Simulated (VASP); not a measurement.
# KMgF3 (Pm-3m) in VASP: settings compared

Aim: see how the results for KMgF3 move with the level of theory and the settings. Levels: HSE06, HSE03, PBE0, r2SCAN-EpsX, PBEsol, PBE. Tasks: band structure, equation of state, evGW0 quasiparticle levels.

Everything below comes from runs of VASP 6.6.1. Logs are shortened: lines on timing, memory, paths and dates and some standing lists are left out, and cuts for length are marked.

**Experimental background.**

From “High-pressure structural, elastic and electronic properties of the scintillator host material, KMgF3”, 2007, arxiv:cond-mat/0703621, for a powder of KMgF3: bulk modulus 71.2 ± 0.2 GPa.

How close the calculation comes is told below.

## (1) The crystal as given

It takes space group Pm-3m (No. 221, cubic). The conventional cell has a = 3.986 Å, b = 3.986 Å, c = 3.986 Å, α = 90.00°, β = 90.00°, γ = 90.00°. K (site symmetry m-3m) has 12 F at 2.82 Å as nearest neighbours. Mg (site symmetry m-3m) is surrounded by 6 F at 1.99 Å. F (site symmetry 4/mmm) has 2 Mg at 1.99 Å as nearest neighbours.

## (2) Band structure, HSE06

POSCAR

```
KMgF3
1.0
    3.9859000000      0.0000000000      0.0000000000
    0.0000000000      3.9859000000      0.0000000000
    0.0000000000      0.0000000000      3.9859000000
K Mg F
1 1 3
Direct
    0.5000000000      0.5000000000      0.5000000000
    0.0000000000      0.0000000000      0.0000000000
    0.0000000000      0.0000000000      0.5000000000
    0.0000000000      0.5000000000      0.0000000000
    0.5000000000      0.0000000000      0.0000000000
```

INCAR.step1

```
  PREC = Accurate
  ENCUT = 520
  EDIFF = 1E-5
  ISMEAR = 0
  SIGMA = 0.02
  LREAL = F
  LASPH = T
  NELM = 60
  ALGO = Normal
  ISIF = 2
  LWAVE = T
  LCHARG = F
  NBANDS = 24
  GGA = PE
  KPAR = 4
```

INCAR.step2

```
  PREC = Accurate
  ENCUT = 520
  EDIFF = 1E-6
  ISMEAR = 0
  SIGMA = 0.02
  LREAL = F
  LASPH = T
  NELM = 60
  ALGO = Normal
  ISIF = 2
  LWAVE = F
  LCHARG = F
  GGA = PE
  LHFCALC = T
  HFSCREEN = 0.2
  PRECFOCK = Fast
  NBANDS = 24
  ISTART = 1
  KPAR = 4
```

KPOINTS

```
regular mesh
0
Gamma
  4 4 4
```

KPOINTS_OPT

```
path GXMGRX,MR
10
line-mode
reciprocal
 0.0000000000  0.0000000000  0.0000000000  G
 0.0000000000  0.5000000000  0.0000000000  X

 0.0000000000  0.5000000000  0.0000000000  X
 0.5000000000  0.5000000000  0.0000000000  M

 0.5000000000  0.5000000000  0.0000000000  M
 0.0000000000  0.0000000000  0.0000000000  G

 0.0000000000  0.0000000000  0.0000000000  G
 0.5000000000  0.5000000000  0.5000000000  R

 0.5000000000  0.5000000000  0.5000000000  R
 0.0000000000  0.5000000000  0.0000000000  X

 0.5000000000  0.5000000000  0.0000000000  M
 0.5000000000  0.5000000000  0.5000000000  R
```

Potentials or basis: VASP PAW PBE potentials, release 64 (K_sv, Mg, F).

The run is started by

```
$ cat potpaw_PBE.64/K_sv/POTCAR potpaw_PBE.64/Mg/POTCAR potpaw_PBE.64/F/POTCAR > POTCAR
$ cp INCAR.step1 INCAR
$ mpirun -np 4 vasp_std > vasp.out
$ cp INCAR.step2 INCAR
$ mpirun -np 4 vasp_std > vasp.out
```

OUTCAR:

```text
PREC = Accurate
   ENCUT = 520
   EDIFF = 1E-6
   ISMEAR = 0
   LREAL = F
   LASPH = T
   NELM = 60
   ISIF = 2
   GGA = PE
   LHFCALC = T
   HFSCREEN = 0.2
   PRECFOCK = Fast
   ISTART = 1

 ion  position               nearest neighbor table
   1  0.500  0.500  0.500-   3 2.82   4 2.82   5 2.82   4 2.82   5 2.82   3 2.82   5 2.82   5 2.82
                             3 2.82   4 2.82   4 2.82   3 2.82   2 3.45   2 3.45   2 3.45   2 3.45
   2  0.000  0.000  0.000-   3 1.99   4 1.99   5 1.99   3 1.99   4 1.99   5 1.99   1 3.45   1 3.45
                             1 3.45   1 3.45   1 3.45   1 3.45   1 3.45   1 3.45
   3  0.000  0.000  0.500-   2 1.99   2 1.99   1 2.82   1 2.82   1 2.82   1 2.82
   4  0.000  0.500  0.000-   2 1.99   2 1.99   1 2.82   1 2.82   1 2.82   1 2.82
   5  0.500  0.000  0.000-   2 1.99   2 1.99   1 2.82   1 2.82   1 2.82   1 2.82

  LATTYP: Found a simple cubic cell.
 ALAT       =     3.9859000000

  Lattice vectors:

 A1 = (   3.9859000000,   0.0000000000,   0.0000000000)
 A2 = (   0.0000000000,   3.9859000000,   0.0000000000)
 A3 = (   0.0000000000,   0.0000000000,   3.9859000000)

Analysis of symmetry for initial positions (statically):
=====================================================================
 Subroutine PRICEL returns:
 Original cell was already a primitive cell.

 Routine SETGRP: Setting up the symmetry group for a
 simple cubic supercell.

 Subroutine GETGRP returns: Found 48 space group operations
 (whereof 48 operations were pure point group operations)
 out of a pool of 48 trial point group operations.

The static configuration has the point symmetry O_h .

Analysis of symmetry for dynamics (positions and initial velocities):
=====================================================================
 Subroutine PRICEL returns:
 Original cell was already a primitive cell.

 Routine SETGRP: Setting up the symmetry group for a
 simple cubic supercell.

 Subroutine GETGRP returns: Found 48 space group operations
 (whereof 48 operations were pure point group operations)
 out of a pool of 48 trial point group operations.

The dynamic configuration has the point symmetry O_h .

 Subroutine INISYM returns: Found 48 space group operations
 (whereof 48 operations are pure point group operations),
 and found     1 'primitive' translations

----------------------------------------------------------------------------------------

[... 93 lines left out ...]
   PSTRESS=    0.0 pullay stress
   NELECT =      32.0000    total number of electrons
   NUPDOWN=      -1.0000    fix difference up-down
   EMIN   =  10.00;   EMAX   =-10.00  energy-range for DOS
   EFERMI =   0.00;   METHOD = LEGACY
   ISMEAR =     0;   SIGMA  =   0.02  broadening in eV -4-tet -1-fermi 0-gaus
   EFERMI_NEDOS =   21; number of points for ismear=-14 and -15
   IALGO  =     38    algorithm
   IMIX   =      1    mixing-type and parameters
     AMIX     =   0.40;   BMIX     =  1.00
     AMIX_MAG =   1.60;   BMIX_MAG =  1.00
  volume/ion in A,a.u.               =      12.67        85.47
  Fermi-wavevector in a.u.,A,eV,Ry     =   1.303962  2.464132 23.134232  1.700318
  Thomas-Fermi vector in A             =   2.434930
   LORBIT       =      0    0 simple, 1 ext, 2 COOP (PROOUT), +10 PAW based schemes
   GGA     = PE    functional components
   LHFCALC =     T    Hartree Fock is set to
   PRECFOCK=fast      Normal, Fast or Accurate (Low or Medium for compatibility)
   ENCUT4O =  -1.0   cutoff for four orbital integrals eV
   NKREDX  =     1    reduce k-point grid by
   NKREDY  =     1    reduce k-point grid by
   NKREDZ  =     1    reduce k-point grid by
   AEXX    =    0.2500 exact exchange contribution
   HFSCREEN=    0.2000 screening length (either q_TF or 0.3 A-1)
   HFSCREENC=   0.2000 screening length for correlation (either q_TF or 0.3 A-1)
   ENCUTFOCK=  -1.0 apply spherical cutoff to Coloumb kernel
   IVDW    =     0    specifies the selected vdW correction
   LEPSILON=     F    determine dielectric tensor
   LRPA    =     F    only Hartree local field effects (RPA)
 non-spin polarized calculation
 Gauss-broadening in eV      SIGMA  =   0.02
  energy-cutoff  :      520.00
  volume of cell :       63.33
 maximum number of plane-waves:      1743
 NGX is ok and might be reduce to    30
  NGX = 16; NGY = 16; NGZ = 16

 number of electron      31.9999958 magnetization

 Free energy of the ion-electron system (eV)
  ---------------------------------------------------
  ext. energy  EPLUGINS =         0.00000000
  ---------------------------------------------------
  free energy    TOTEN  =       -29.58263486 eV

  energy without entropy =      -29.58263486  energy(sigma->0) =      -29.58263486

 E-fermi :  -3.1019     XC(G=0):  -7.9375

 val. band max:       -3.3219480711   @ k =   0.5000   0.5000   0.5000
 cond. band min:       6.2375086934   @ k =   0.0000   0.0000   0.0000
 fundamental gap:      9.5594567645
 Fermi energy:        -3.1018752822

 k-point     1 :       0.0000    0.0000    0.0000
  band No.  band energies     occupation
      1     -30.3996      2.00000
      2     -25.0066      2.00000
      3     -24.3336      2.00000
      4     -24.3336      2.00000
      5     -12.5472      2.00000
      6     -12.5472      2.00000
[... 259 lines left out ...]
     23      14.3222      0.00000
     24      14.3223      0.00000

------------------------ aborting loop because EDIFF is reached ----------------------------------------

  FORCE on cell =-STRESS in cart. coord.  units (eV):
  Direction    XX          YY          ZZ          XY          YZ          ZX
  --------------------------------------------------------------------------------------
  -------------------------------------------------------------------------------------
  Total        0.3756607      0.3756607      0.3756607     -0.0000000      0.0000000     -0.0000000
  in kB        9.5044543      9.5044543      9.5044543     -0.0000000      0.0000000     -0.0000000
  external PRESSURE =       9.5044543 kB  Pullay stress =       0.0000000 kB

 VOLUME and BASIS-vectors are now :
 -----------------------------------------------------------------------------
  energy-cutoff  :      520.00
  volume of cell :       63.33
      direct lattice vectors                 reciprocal lattice vectors
     3.985900000  0.000000000  0.000000000     0.250884367  0.000000000  0.000000000
     0.000000000  3.985900000  0.000000000     0.000000000  0.250884367  0.000000000
     0.000000000  0.000000000  3.985900000     0.000000000  0.000000000  0.250884367

 POSITION                                       TOTAL-FORCE (eV/Angst)
 -----------------------------------------------------------------------------------
      1.99295      1.99295      1.99295         0.000000      0.000000      0.000000
      0.00000      0.00000      0.00000         0.000000      0.000000      0.000000
      0.00000      0.00000      1.99295         0.000000      0.000000      0.000000
      0.00000      1.99295      0.00000         0.000000      0.000000      0.000000
      1.99295      0.00000      0.00000         0.000000      0.000000      0.000000
 -----------------------------------------------------------------------------------
    total drift:                                0.000120      0.000120      0.000127

  FREE ENERGIE OF THE ION-ELECTRON SYSTEM (eV)
  ---------------------------------------------------
  free  energy   TOTEN  =       -29.5826348584 eV

  energy  without entropy=      -29.5826348584  energy(sigma->0) =      -29.58263486
```

OUTCAR.step1:

```text
PREC = Accurate
   ENCUT = 520
   EDIFF = 1E-5
   ISMEAR = 0
   LREAL = F
[... 489 lines left out ...]
      0.00000      0.00000      0.00000         0.000000      0.000000      0.000000
      0.00000      0.00000      1.99295         0.000000      0.000000      0.000000
      0.00000      1.99295      0.00000         0.000000      0.000000      0.000000
      1.99295      0.00000      0.00000         0.000000      0.000000      0.000000
 -----------------------------------------------------------------------------------
    total drift:                                0.000000     -0.000000      0.000000

  FREE ENERGIE OF THE ION-ELECTRON SYSTEM (eV)
  ---------------------------------------------------
  free  energy   TOTEN  =       -24.4145433821 eV

  energy  without entropy=      -24.4145433821  energy(sigma->0) =      -24.41454338
```

It took 5 min on 4 MPI ranks of Intel Xeon 6975P-C (Granite Rapids), shared host; peak memory 0.32 GiB.

What came out:

```
Free energy             : -29.5826 eV
Pressure                : 1.0 GPa
Band gap on the k mesh  : 9.56 eV, indirect (least direct gap 9.86 eV)
Band gap along the path : 9.56 eV, indirect (least direct gap 9.86 eV)
```

Levels at the corners of the path, in eV from the valence-band top:
```csv
point,band 14,band 15,band 16,band 17,band 18,band 19
Γ,-0.30,-0.30,-0.30,9.56,12.43,12.43
X,-0.90,-0.53,-0.53,12.44,12.84,13.54
X,-0.90,-0.53,-0.53,12.44,12.84,13.54
M,-0.92,-0.92,-0.02,13.42,14.16,15.05
M,-0.92,-0.92,-0.02,13.42,14.16,15.05
Γ,-0.30,-0.30,-0.30,9.56,12.43,12.43
Γ,-0.30,-0.30,-0.30,9.56,12.43,12.43
R,0.00,0.00,0.00,12.87,12.87,12.87
R,0.00,0.00,0.00,12.87,12.87,12.87
X,-0.90,-0.53,-0.53,12.44,12.84,13.54
M,-0.92,-0.92,-0.02,13.42,14.16,15.05
R,0.00,0.00,0.00,12.87,12.87,12.87
```

Caveat: the PAW data sets were made with another functional, which shifts forces and pressure a little.

## (3) Band structure, HSE03

POSCAR is that of step 2.

INCAR.step1 is that of step 2.

Changes to INCAR.step2 since step 2:

```diff
@@ -14,3 +14,3 @@
   LHFCALC = T
-  HFSCREEN = 0.2
+  HFSCREEN = 0.3
   PRECFOCK = Fast
```

KPOINTS is that of step 2.

KPOINTS_OPT is that of step 2.

Potentials or basis: VASP PAW PBE potentials, release 64 (K_sv, Mg, F).

The run is started by

```
$ cat potpaw_PBE.64/K_sv/POTCAR potpaw_PBE.64/Mg/POTCAR potpaw_PBE.64/F/POTCAR > POTCAR
$ cp INCAR.step1 INCAR
$ mpirun -np 4 vasp_std > vasp.out
$ cp INCAR.step2 INCAR
$ mpirun -np 4 vasp_std > vasp.out
```

OUTCAR:

```text
PREC = Accurate
   ENCUT = 520
   EDIFF = 1E-6
   ISMEAR = 0
   LREAL = F
   LASPH = T
   NELM = 60
   ISIF = 2
   GGA = PE
   LHFCALC = T
   HFSCREEN = 0.3
   PRECFOCK = Fast
   ISTART = 1

 ion  position               nearest neighbor table
   1  0.500  0.500  0.500-   3 2.82   4 2.82   5 2.82   4 2.82   5 2.82   3 2.82   5 2.82   5 2.82
                             3 2.82   4 2.82   4 2.82   3 2.82   2 3.45   2 3.45   2 3.45   2 3.45
   2  0.000  0.000  0.000-   3 1.99   4 1.99   5 1.99   3 1.99   4 1.99   5 1.99   1 3.45   1 3.45
                             1 3.45   1 3.45   1 3.45   1 3.45   1 3.45   1 3.45
   3  0.000  0.000  0.500-   2 1.99   2 1.99   1 2.82   1 2.82   1 2.82   1 2.82
   4  0.000  0.500  0.000-   2 1.99   2 1.99   1 2.82   1 2.82   1 2.82   1 2.82
   5  0.500  0.000  0.000-   2 1.99   2 1.99   1 2.82   1 2.82   1 2.82   1 2.82

  LATTYP: Found a simple cubic cell.
 ALAT       =     3.9859000000

  Lattice vectors:

 A1 = (   3.9859000000,   0.0000000000,   0.0000000000)
 A2 = (   0.0000000000,   3.9859000000,   0.0000000000)
 A3 = (   0.0000000000,   0.0000000000,   3.9859000000)

Analysis of symmetry for initial positions (statically):
=====================================================================
 Subroutine PRICEL returns:
 Original cell was already a primitive cell.

 Routine SETGRP: Setting up the symmetry group for a
 simple cubic supercell.

 Subroutine GETGRP returns: Found 48 space group operations
 (whereof 48 operations were pure point group operations)
 out of a pool of 48 trial point group operations.

The static configuration has the point symmetry O_h .

Analysis of symmetry for dynamics (positions and initial velocities):
=====================================================================
 Subroutine PRICEL returns:
 Original cell was already a primitive cell.

[... 126 lines left out ...]
   ENCUT4O =  -1.0   cutoff for four orbital integrals eV
   NKREDX  =     1    reduce k-point grid by
   NKREDY  =     1    reduce k-point grid by
   NKREDZ  =     1    reduce k-point grid by
   AEXX    =    0.2500 exact exchange contribution
   HFSCREEN=    0.3000 screening length (either q_TF or 0.3 A-1)
   HFSCREENC=   0.3000 screening length for correlation (either q_TF or 0.3 A-1)
   ENCUTFOCK=  -1.0 apply spherical cutoff to Coloumb kernel
   IVDW    =     0    specifies the selected vdW correction
   LEPSILON=     F    determine dielectric tensor
   LRPA    =     F    only Hartree local field effects (RPA)
 non-spin polarized calculation
 Gauss-broadening in eV      SIGMA  =   0.02
  energy-cutoff  :      520.00
  volume of cell :       63.33
 maximum number of plane-waves:      1743
 NGX is ok and might be reduce to    30
  NGX = 16; NGY = 16; NGZ = 16

 number of electron      31.9999958 magnetization

 Free energy of the ion-electron system (eV)
  ---------------------------------------------------
  ext. energy  EPLUGINS =         0.00000000
  ---------------------------------------------------
  free energy    TOTEN  =       -29.05274958 eV

  energy without entropy =      -29.05274958  energy(sigma->0) =      -29.05274958

 E-fermi :  -3.0436     XC(G=0):  -8.1020

 val. band max:       -3.1385411093   @ k =   0.5000   0.5000   0.5000
 cond. band min:       6.1106171155   @ k =   0.0000   0.0000   0.0000
 fundamental gap:      9.2491582248
 Fermi energy:        -3.0435740069

 k-point     1 :       0.0000    0.0000    0.0000
  band No.  band energies     occupation
      1     -30.1872      2.00000
      2     -24.7988      2.00000
      3     -24.1279      2.00000
      4     -24.1279      2.00000
      5     -12.3527      2.00000
      6     -12.3527      2.00000
[... 259 lines left out ...]
     23      14.1736      0.00000
     24      14.1736      0.00000

------------------------ aborting loop because EDIFF is reached ----------------------------------------

  FORCE on cell =-STRESS in cart. coord.  units (eV):
  Direction    XX          YY          ZZ          XY          YZ          ZX
  --------------------------------------------------------------------------------------
  -------------------------------------------------------------------------------------
  Total        0.3938077      0.3938077      0.3938077      0.0000000      0.0000000      0.0000000
  in kB        9.9635838      9.9635838      9.9635838      0.0000000      0.0000000      0.0000000
  external PRESSURE =       9.9635838 kB  Pullay stress =       0.0000000 kB

 VOLUME and BASIS-vectors are now :
 -----------------------------------------------------------------------------
  energy-cutoff  :      520.00
  volume of cell :       63.33
      direct lattice vectors                 reciprocal lattice vectors
     3.985900000  0.000000000  0.000000000     0.250884367  0.000000000  0.000000000
     0.000000000  3.985900000  0.000000000     0.000000000  0.250884367  0.000000000
     0.000000000  0.000000000  3.985900000     0.000000000  0.000000000  0.250884367

 POSITION                                       TOTAL-FORCE (eV/Angst)
 -----------------------------------------------------------------------------------
      1.99295      1.99295      1.99295         0.000000      0.000000      0.000000
      0.00000      0.00000      0.00000         0.000000      0.000000      0.000000
      0.00000      0.00000      1.99295         0.000000      0.000000      0.000000
      0.00000      1.99295      0.00000         0.000000      0.000000      0.000000
      1.99295      0.00000      0.00000         0.000000      0.000000      0.000000
 -----------------------------------------------------------------------------------
    total drift:                               -0.000000     -0.000000     -0.000000

  FREE ENERGIE OF THE ION-ELECTRON SYSTEM (eV)
  ---------------------------------------------------
  free  energy   TOTEN  =       -29.0527495755 eV

  energy  without entropy=      -29.0527495755  energy(sigma->0) =      -29.05274958
```

OUTCAR.step1:

```text
PREC = Accurate
   ENCUT = 520
   EDIFF = 1E-5
   ISMEAR = 0
   LREAL = F
[... 489 lines left out ...]
      0.00000      0.00000      0.00000         0.000000      0.000000      0.000000
      0.00000      0.00000      1.99295         0.000000      0.000000      0.000000
      0.00000      1.99295      0.00000         0.000000      0.000000      0.000000
      1.99295      0.00000      0.00000         0.000000      0.000000      0.000000
 -----------------------------------------------------------------------------------
    total drift:                                0.000000     -0.000000      0.000000

  FREE ENERGIE OF THE ION-ELECTRON SYSTEM (eV)
  ---------------------------------------------------
  free  energy   TOTEN  =       -24.4145433821 eV

  energy  without entropy=      -24.4145433821  energy(sigma->0) =      -24.41454338
```

It took 4.7 min on 4 MPI ranks of Intel Xeon 6975P-C (Granite Rapids), shared host; peak memory 0.32 GiB.

Results:

```yaml
Free_energy: -29.0527 eV
Pressure: 1.0 GPa
Band_gap_on_the_k_mesh: 9.25 eV, indirect (least direct gap 9.55 eV)
Band_gap_along_the_path: 9.25 eV, indirect (least direct gap 9.55 eV)
```

Levels at the corners of the path, in eV from the valence-band top:
```
point  band 13  band 14  band 15  band 16  band 17  band 18  band 19  band 20
    Γ    -0.66    -0.31    -0.31    -0.31     9.25    12.11    12.11    14.43
    X    -0.89    -0.89    -0.53    -0.53    12.12    12.51    13.21    15.09
    X    -0.89    -0.89    -0.53    -0.53    12.12    12.51    13.21    15.09
    M    -1.07    -0.91    -0.91    -0.02    13.08    13.82    14.72    14.72
    M    -1.07    -0.91    -0.91    -0.02    13.08    13.82    14.72    14.72
    Γ    -0.66    -0.31    -0.31    -0.31     9.25    12.11    12.11    14.43
    Γ    -0.66    -0.31    -0.31    -0.31     9.25    12.11    12.11    14.43
    R    -1.09     0.00     0.00     0.00    12.55    12.55    12.55    16.03
    R    -1.09     0.00     0.00     0.00    12.55    12.55    12.55    16.03
    X    -0.89    -0.89    -0.53    -0.53    12.12    12.51    13.21    15.09
    M    -1.07    -0.91    -0.91    -0.02    13.08    13.82    14.72    14.72
    R    -1.09     0.00     0.00     0.00    12.55    12.55    12.55    16.03
```

Caveat: the PAW data sets were made with another functional, which shifts forces and pressure a little.

(Part 1 of 3 ends here.)
